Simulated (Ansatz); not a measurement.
# Pd (Fm-3m) in Ansatz: reference runs

Aim: a first look at Pd with PBE, on the cell as given and on a disturbed one.

Program: Ansatz 0.2.0. These are calculated values, not measurements. Logs are shortened: lines on timing, memory, paths and dates and some standing lists are left out, and cuts for length are marked.

### 1 Starting point

Symmetry: Fm-3m, No. 225, cubic system. The conventional cell has a = 3.893 Å, b = 3.893 Å, c = 3.893 Å, α = 90.00°, β = 90.00°, γ = 90.00°. Around Pd (site symmetry m-3m) lie 12 Pd at 2.75 Å.

### 2 Single point, PBE

The input, input.yaml:

```yaml
crystal:
  lattice:
    - [0.0, 1.9465, 1.9465]
    - [1.9465, 0.0, 1.9465]
    - [1.9465, 1.9465, 0.0]
  atoms:
    - { symbol: Pd, position: [0.0, 0.0, 0.0] }
kpoints:
  mp_grid: { grid: [12, 12, 12] }
scf:
  occupations: { method: fermi_dirac, width: 0.05 }
hamiltonian:
  xc: pbe
  pseudopotentials: { kind: all_electron, lapw: { basis_error: 0.001 } }
output:
  forces: true
  stress: true
  eigenvalues: true
  populations: true
```

Potentials or basis: all-electron LAPW, scalar-relativistic.

Started as:

```bash
ansatz run input.yaml --threads 1 --pin off --max-ram 2560MiB --backend cpu --events-out ev --progress --plain --runs-dir out
```

The program printed:

```text
Warning: RAYON_NUM_THREADS=1 ignored (pool sized by the plan → 1); use --threads N
Pd: projections on atomic orbitals take those of the free atom 1s2 2s2 2p6 3s2 3p6 3d10 4s2 4p6 4d10, of charge +0.00 (hamiltonian.pseudopotentials.projection_atoms)
LAPW: plane waves up to 8.362 Å⁻¹, error target 1.0e-3 eV per atom; small_component_spin mean_spin; Pd in spheres of 1.376 Å, 28 of its electrons in bands, Dirac shells [] (how accurate: hamiltonian.pseudopotentials.lapw.basis_error, Limitations)
Engine: ansatz 0.2.0, x86_64-unknown-linux-gnu
Pseudopotentials: kind: all_electron
Pseudopotential: Pd, LAPW, valence charge 28, lapw/all_electron/scalar/gaussian/Pd, Koelling and Harmon's equation, gaussian nucleus
Functional definition: PBE
  parameter kappa = 0.804
  parameter beta = 0.06672455060314922
  exchange = pbe_x(kappa = kappa, mu = beta*pi^2/3)
  correlation = pbe_c(beta = beta)
Crystal: 1 atoms, lattice volume = 14.750 Å³
Basis set: ecut = 266.40404980599527 eV, 137 PW (Γ), exchange–correlation at level 2
Bands: 18, of which v1, the nominal top of the filled ones, is band 14 counted from 1 (13 counted from 0)
Symmetry: 48 space group operations
Space group: Fm-3m (ITA 225), of the structure as read, at distance tolerance 2.5e-5 Å
k-points: 72 of 1728
Non-local potential: Pd, projectors of the file, none
Initial density: superposition of atomic densities (chi_scale 0.1, normalization cell)
Initial wavefunctions: plane waves of lowest kinetic energy (no species holds an atomic orbital)
Functional: x = pbe(κ = 0.804, μ = 0.2195149727645171), c = pbe(β = 0.06672455060314922)
iter 1 solved again at ethr=7.19e-4 eV; its pass at ethr=1.00e-1 eV (dr2=2.01e-1 eV) is discarded
SCF iter   1: F=—  HF=-137307.585385 eV  |F-HF|=—  |Δ(HF+E_count)|=         —  Δρ=4.94e-2  dr2=2.02e-1  ethr=7.19e-4  ⟨swp⟩=2.7  Hψ=8280  notcnv=0
preconditioner: auto → none  [metal: Δε(μ)=0.010 eV  Ē_g=13.580 eV  σ=0.050 eV  W_gap=0.05  n_scr=8 (ndim 8)  ℏωp=30.6 eV  f_vac=0.005  D(μ)=2.22/eV (n_scr^D=26)  sad-step TF]
iter 2 solved again at ethr=1.77e-5 eV; its pass at ethr=7.19e-4 eV (dr2=4.97e-3 eV) is discarded
SCF iter   2: F=—  HF=-137306.841646 eV  |F-HF|=—  |Δ(HF+E_count)|=   7.44e-1  Δρ=5.76e-3  dr2=4.97e-3  ethr=1.77e-5  ⟨swp⟩=2.0  Hψ=6463  notcnv=0
SCF iter   3: F=—  HF=-137306.687257 eV  |F-HF|=—  |Δ(HF+E_count)|=   1.54e-1  Δρ=1.00e-2  dr2=1.04e-2  ethr=1.77e-5  ⟨swp⟩=3.0  Hψ=4198  notcnv=0
SCF iter   4: F=—  HF=-137306.680785 eV  |F-HF|=—  |Δ(HF+E_count)|=         —  Δρ=1.09e-3  dr2=1.40e-4  ethr=1.77e-5  ⟨swp⟩=2.0  Hψ=3694  notcnv=0
the basis was enlarged: its passes take 261.1 KiB over the memory plan, 1 of 1 planned eigensolver slots
SCF iter   5: F=—  HF=-137306.680686 eV  |F-HF|=—  |Δ(HF+E_count)|=   9.85e-5  Δρ=2.22e-4  dr2=4.70e-6  ethr=5.01e-7  ⟨swp⟩=2.4  Hψ=3690  notcnv=0
SCF iter   6: F=—  HF=-137306.680687 eV  |F-HF|=—  |Δ(HF+E_count)|=   5.18e-7  Δρ=1.14e-5  dr2=1.12e-8  ethr=1.68e-8  ⟨swp⟩=2.1  Hψ=3669  notcnv=0
SCF iter   7: F=-137306.680686 eV  HF=-137306.680686 eV  |F-HF|=5.27e-9  |Δ(HF+E_count)|=   1.92e-7  Δρ=1.19e-6  dr2=1.27e-10  ethr=3.98e-11  ⟨swp⟩=3.2  Hψ=4010  notcnv=0
SCF 1 converged in 7 iterations: F = -137306.680686 eV  dr2 = 1.27e-10
SCF converged after 7 iterations
Free energy (F): -137306.680686 eV
Harris-Foulkes:  -137306.680686 eV  (|F-HF|=5.27e-9)
Internal energy: -137306.661097 eV  (E = F + TS)
E sigma→0 (E₀):  -137306.670892 eV
Entropy (-TS):   -0.019589 eV (-19.589 meV/atom)
Fermi energy:    21.470783 eV
--- Per-component energies (eV) ---
  E_band       = -3134.750544
  E_kinetic    = 143298.143755
  E_xc         = -3922.883975
  E_electrostatic = -276681.920877  (all electrons and nuclei)
  E_smearing   = -0.019589  (= −TS)
  E_closure    = 0.000000  (closes the sum)
  E_atoms      = -137302.962084  (free atoms, spherical and without spin; not in F)
  Σ components = -137306.680686   (vs F -137306.680686, Δ=0.00e0)
  Basis errors (estimates in eV, not in F): energy 2.1e-4 per atom: plane waves 1.7e-4 (1.2e-4 summed), levels above the bands 2.2e-168, relativity 6.2e-8, radial functions 3.5e-5, core shells 5.4e-8; eigenvalues (radial functions only) 4.4e-6; not estimated: angular momenta, meshes, grids; target (lapw.basis_error) 1.0e-3; muffin-tin radii Pd 1.376 Å
--- Forces (eV/Å), atoms counted from 1 ---
  atom   1  Pd    -0.00000000     0.00000000     0.00000000
  max |Σ_I F_I| component: 9.04e-32 eV/Å
--- Stress (GPa, compression-positive) ---
        6.845168      -0.000000       0.000000
       -0.000000       6.845168       0.000000
        0.000000       0.000000       6.845168
  P = ⅓ Tr σ = 6.8452 GPa (68.452 kbar)
--- Band table (eV; the first three rows and the last of 72) ---
  k-point 0: bands = ["-302.8497", "-302.8497", "-302.8497", "-302.8281", "-302.8281", "-62.6444", "-28.1442", "-28.1442", "-28.1442", "14.3474", "18.6474", "18.6474", "18.6474", "20.2602", "20.2602", "38.5107", "43.2257", "43.2257"]
  k-point 1: bands = ["-302.8497", "-302.8497", "-302.8497", "-302.8281", "-302.8281", "-62.6407", "-28.1722", "-28.1481", "-28.1481", "14.5980", "18.5614", "18.7324", "18.7324", "20.2212", "20.2212", "38.7634", "41.8057", "43.5164"]
  k-point 2: bands = ["-302.8497", "-302.8497", "-302.8497", "-302.8281", "-302.8281", "-62.6308", "-28.2486", "-28.1590", "-28.1590", "15.2759", "18.4132", "18.9043", "18.9043", "20.1955", "20.1955", "38.6515", "39.8347", "44.2828"]
  k-point 71: bands = ["-302.8497", "-302.8497", "-302.8497", "-302.8281", "-302.8281", "-62.5718", "-28.4167", "-28.4167", "-28.3014", "17.1589", "18.1040", "18.1040", "20.1639", "21.7825", "30.4002", "30.4002", "31.8832", "33.0925"]
--- Löwdin populations: 1 site ---
  site symbol       q [e]
     0     Pd     45.3578
  spilling = 0.013960 (of n_electrons = 46.000000)
```

It took 5.8 s on 1 thread of Intel Xeon Platinum 8375C at 2.90GHz (Ice Lake), shared host; peak memory 0.32 GiB.

Results:

- Free energy: -137306.6807 eV
- Pressure: 6.8 GPa
- Band gap on the k mesh: none (metal or under the smearing width)

Levels at points of the mesh, in eV from the Fermi level:
| k point | band 12 | band 13 | band 14 | band 15 | band 16 | band 17 |
| --- | --- | --- | --- | --- | --- | --- |
| (0.00, 0.00, 0.00) | -2.82 | -2.82 | -1.21 | -1.21 | 17.04 | 21.75 |
| (0.00, 0.00, -0.50) | -2.87 | -0.01 | -0.01 | 1.03 | 7.34 | 16.44 |
| (0.00, -0.50, -0.50) | -0.03 | 0.31 | 0.31 | 3.37 | 10.79 | 13.20 |

### 3 Equation of state, PBE

Potentials or basis: all-electron LAPW, scalar-relativistic.

This step only gathers the single runs of the series.

Results:

| Property | Result |
| --- | --- |
| Equilibrium volume | 15.30 Å³/atom |
| Bulk modulus | 168 GPa |
| Pressure derivative of the bulk modulus | 5.5 |

Energy against volume, from the lowest point:
| volume (Å³/atom) | energy (meV/atom) |
| --- | --- |
| 13.865 | 87.69 |
| 14.160 | 52.92 |
| 14.455 | 27.86 |
| 14.750 | 11.33 |
| 15.045 | 2.34 |
| 15.340 | 0.00 |
| 15.635 | 3.57 |

### 4 Single point, PBE (cell strained at random at fixed volume)

input.yaml: that of step 2 with these lines changed.

```diff
@@ -2,7 +2,7 @@
   lattice:
-    - [0.0, 1.9465, 1.9465]
-    - [1.9465, 0.0, 1.9465]
-    - [1.9465, 1.9465, 0.0]
+    - [-0.011126, 1.955217, 1.941862]
+    - [1.971074, 0.006341, 1.924395]
+    - [1.964441, 1.931118, 0.012973]
   atoms:
-    - { symbol: Pd, position: [0.0, 0.0, 0.0] }
+    - { symbol: Pd, position: [0.023837, -0.016987, -0.002967] }
 kpoints:
```

Started as:

```bash
ansatz run input.yaml --threads 1 --pin off --max-ram 2560MiB --backend cpu --events-out ev --progress --plain --runs-dir out
```

Wall time 64 s (1 thread of Intel Xeon Platinum 8375C at 2.90GHz (Ice Lake), shared host); peak memory 0.95 GiB.

The run converged. Its results:

| Item | Value |
| --- | --- |
| Free energy | -137306.6786 eV |
| Pressure | 6.9 GPa |
| Band gap on the k mesh | none (metal or under the smearing width) |

Stress tensor (GPa, compression positive):
```
 6.06  0.63  0.18
 0.63  7.19 -1.38
 0.18 -1.38  7.50
```

Levels at points of the mesh, in eV from the Fermi level:
```tsv
k point	band 11	band 12	band 13	band 14	band 15	band 16	band 17	band 18
(0.00, 0.00, 0.00)	-2.97	-2.82	-2.68	-1.31	-1.11	17.04	21.37	21.72
(0.00, 0.00, -0.50)	-2.96	-2.80	-0.06	0.08	1.14	7.51	16.34	20.62
(0.00, -0.50, 0.00)	-2.89	-2.86	-0.09	0.08	1.08	7.42	16.40	20.83
(0.00, -0.50, -0.50)	-5.10	-0.03	0.28	0.33	3.11	10.42	13.16	13.76
(-0.50, 0.00, 0.00)	-3.00	-2.72	-0.06	0.01	0.92	7.15	16.53	20.91
(-0.50, 0.00, -0.50)	-5.09	-0.05	0.23	0.39	3.44	10.88	13.06	13.23
(-0.50, -0.50, 0.00)	-5.09	-0.04	0.25	0.38	3.58	11.07	12.84	13.20
(-0.50, -0.50, -0.50)	-3.06	-2.67	-0.01	-0.01	1.01	7.31	16.43	20.66
```

### 5 The runs side by side

| task | cell | cutoff (eV) | basis error allowed | gap on the mesh (eV) | pressure (GPa) |
| --- | --- | --- | --- | --- | --- |
| single point | as given | 266 | 0.001 eV/atom | none | 6.8 |
| equation of state | as given | - | 0.0005 eV/atom | - | - |
| single point | cell strained at random at fixed volume | 275 | 0.001 eV/atom | none | 6.9 |

Alike in all rows: level PBE; potentials or basis all-electron LAPW, scalar-relativistic; no spin polarisation; k mesh 12 × 12 × 12; smearing fermi-dirac 0.05 eV.

Compare energies only between runs with the same functional and basis.
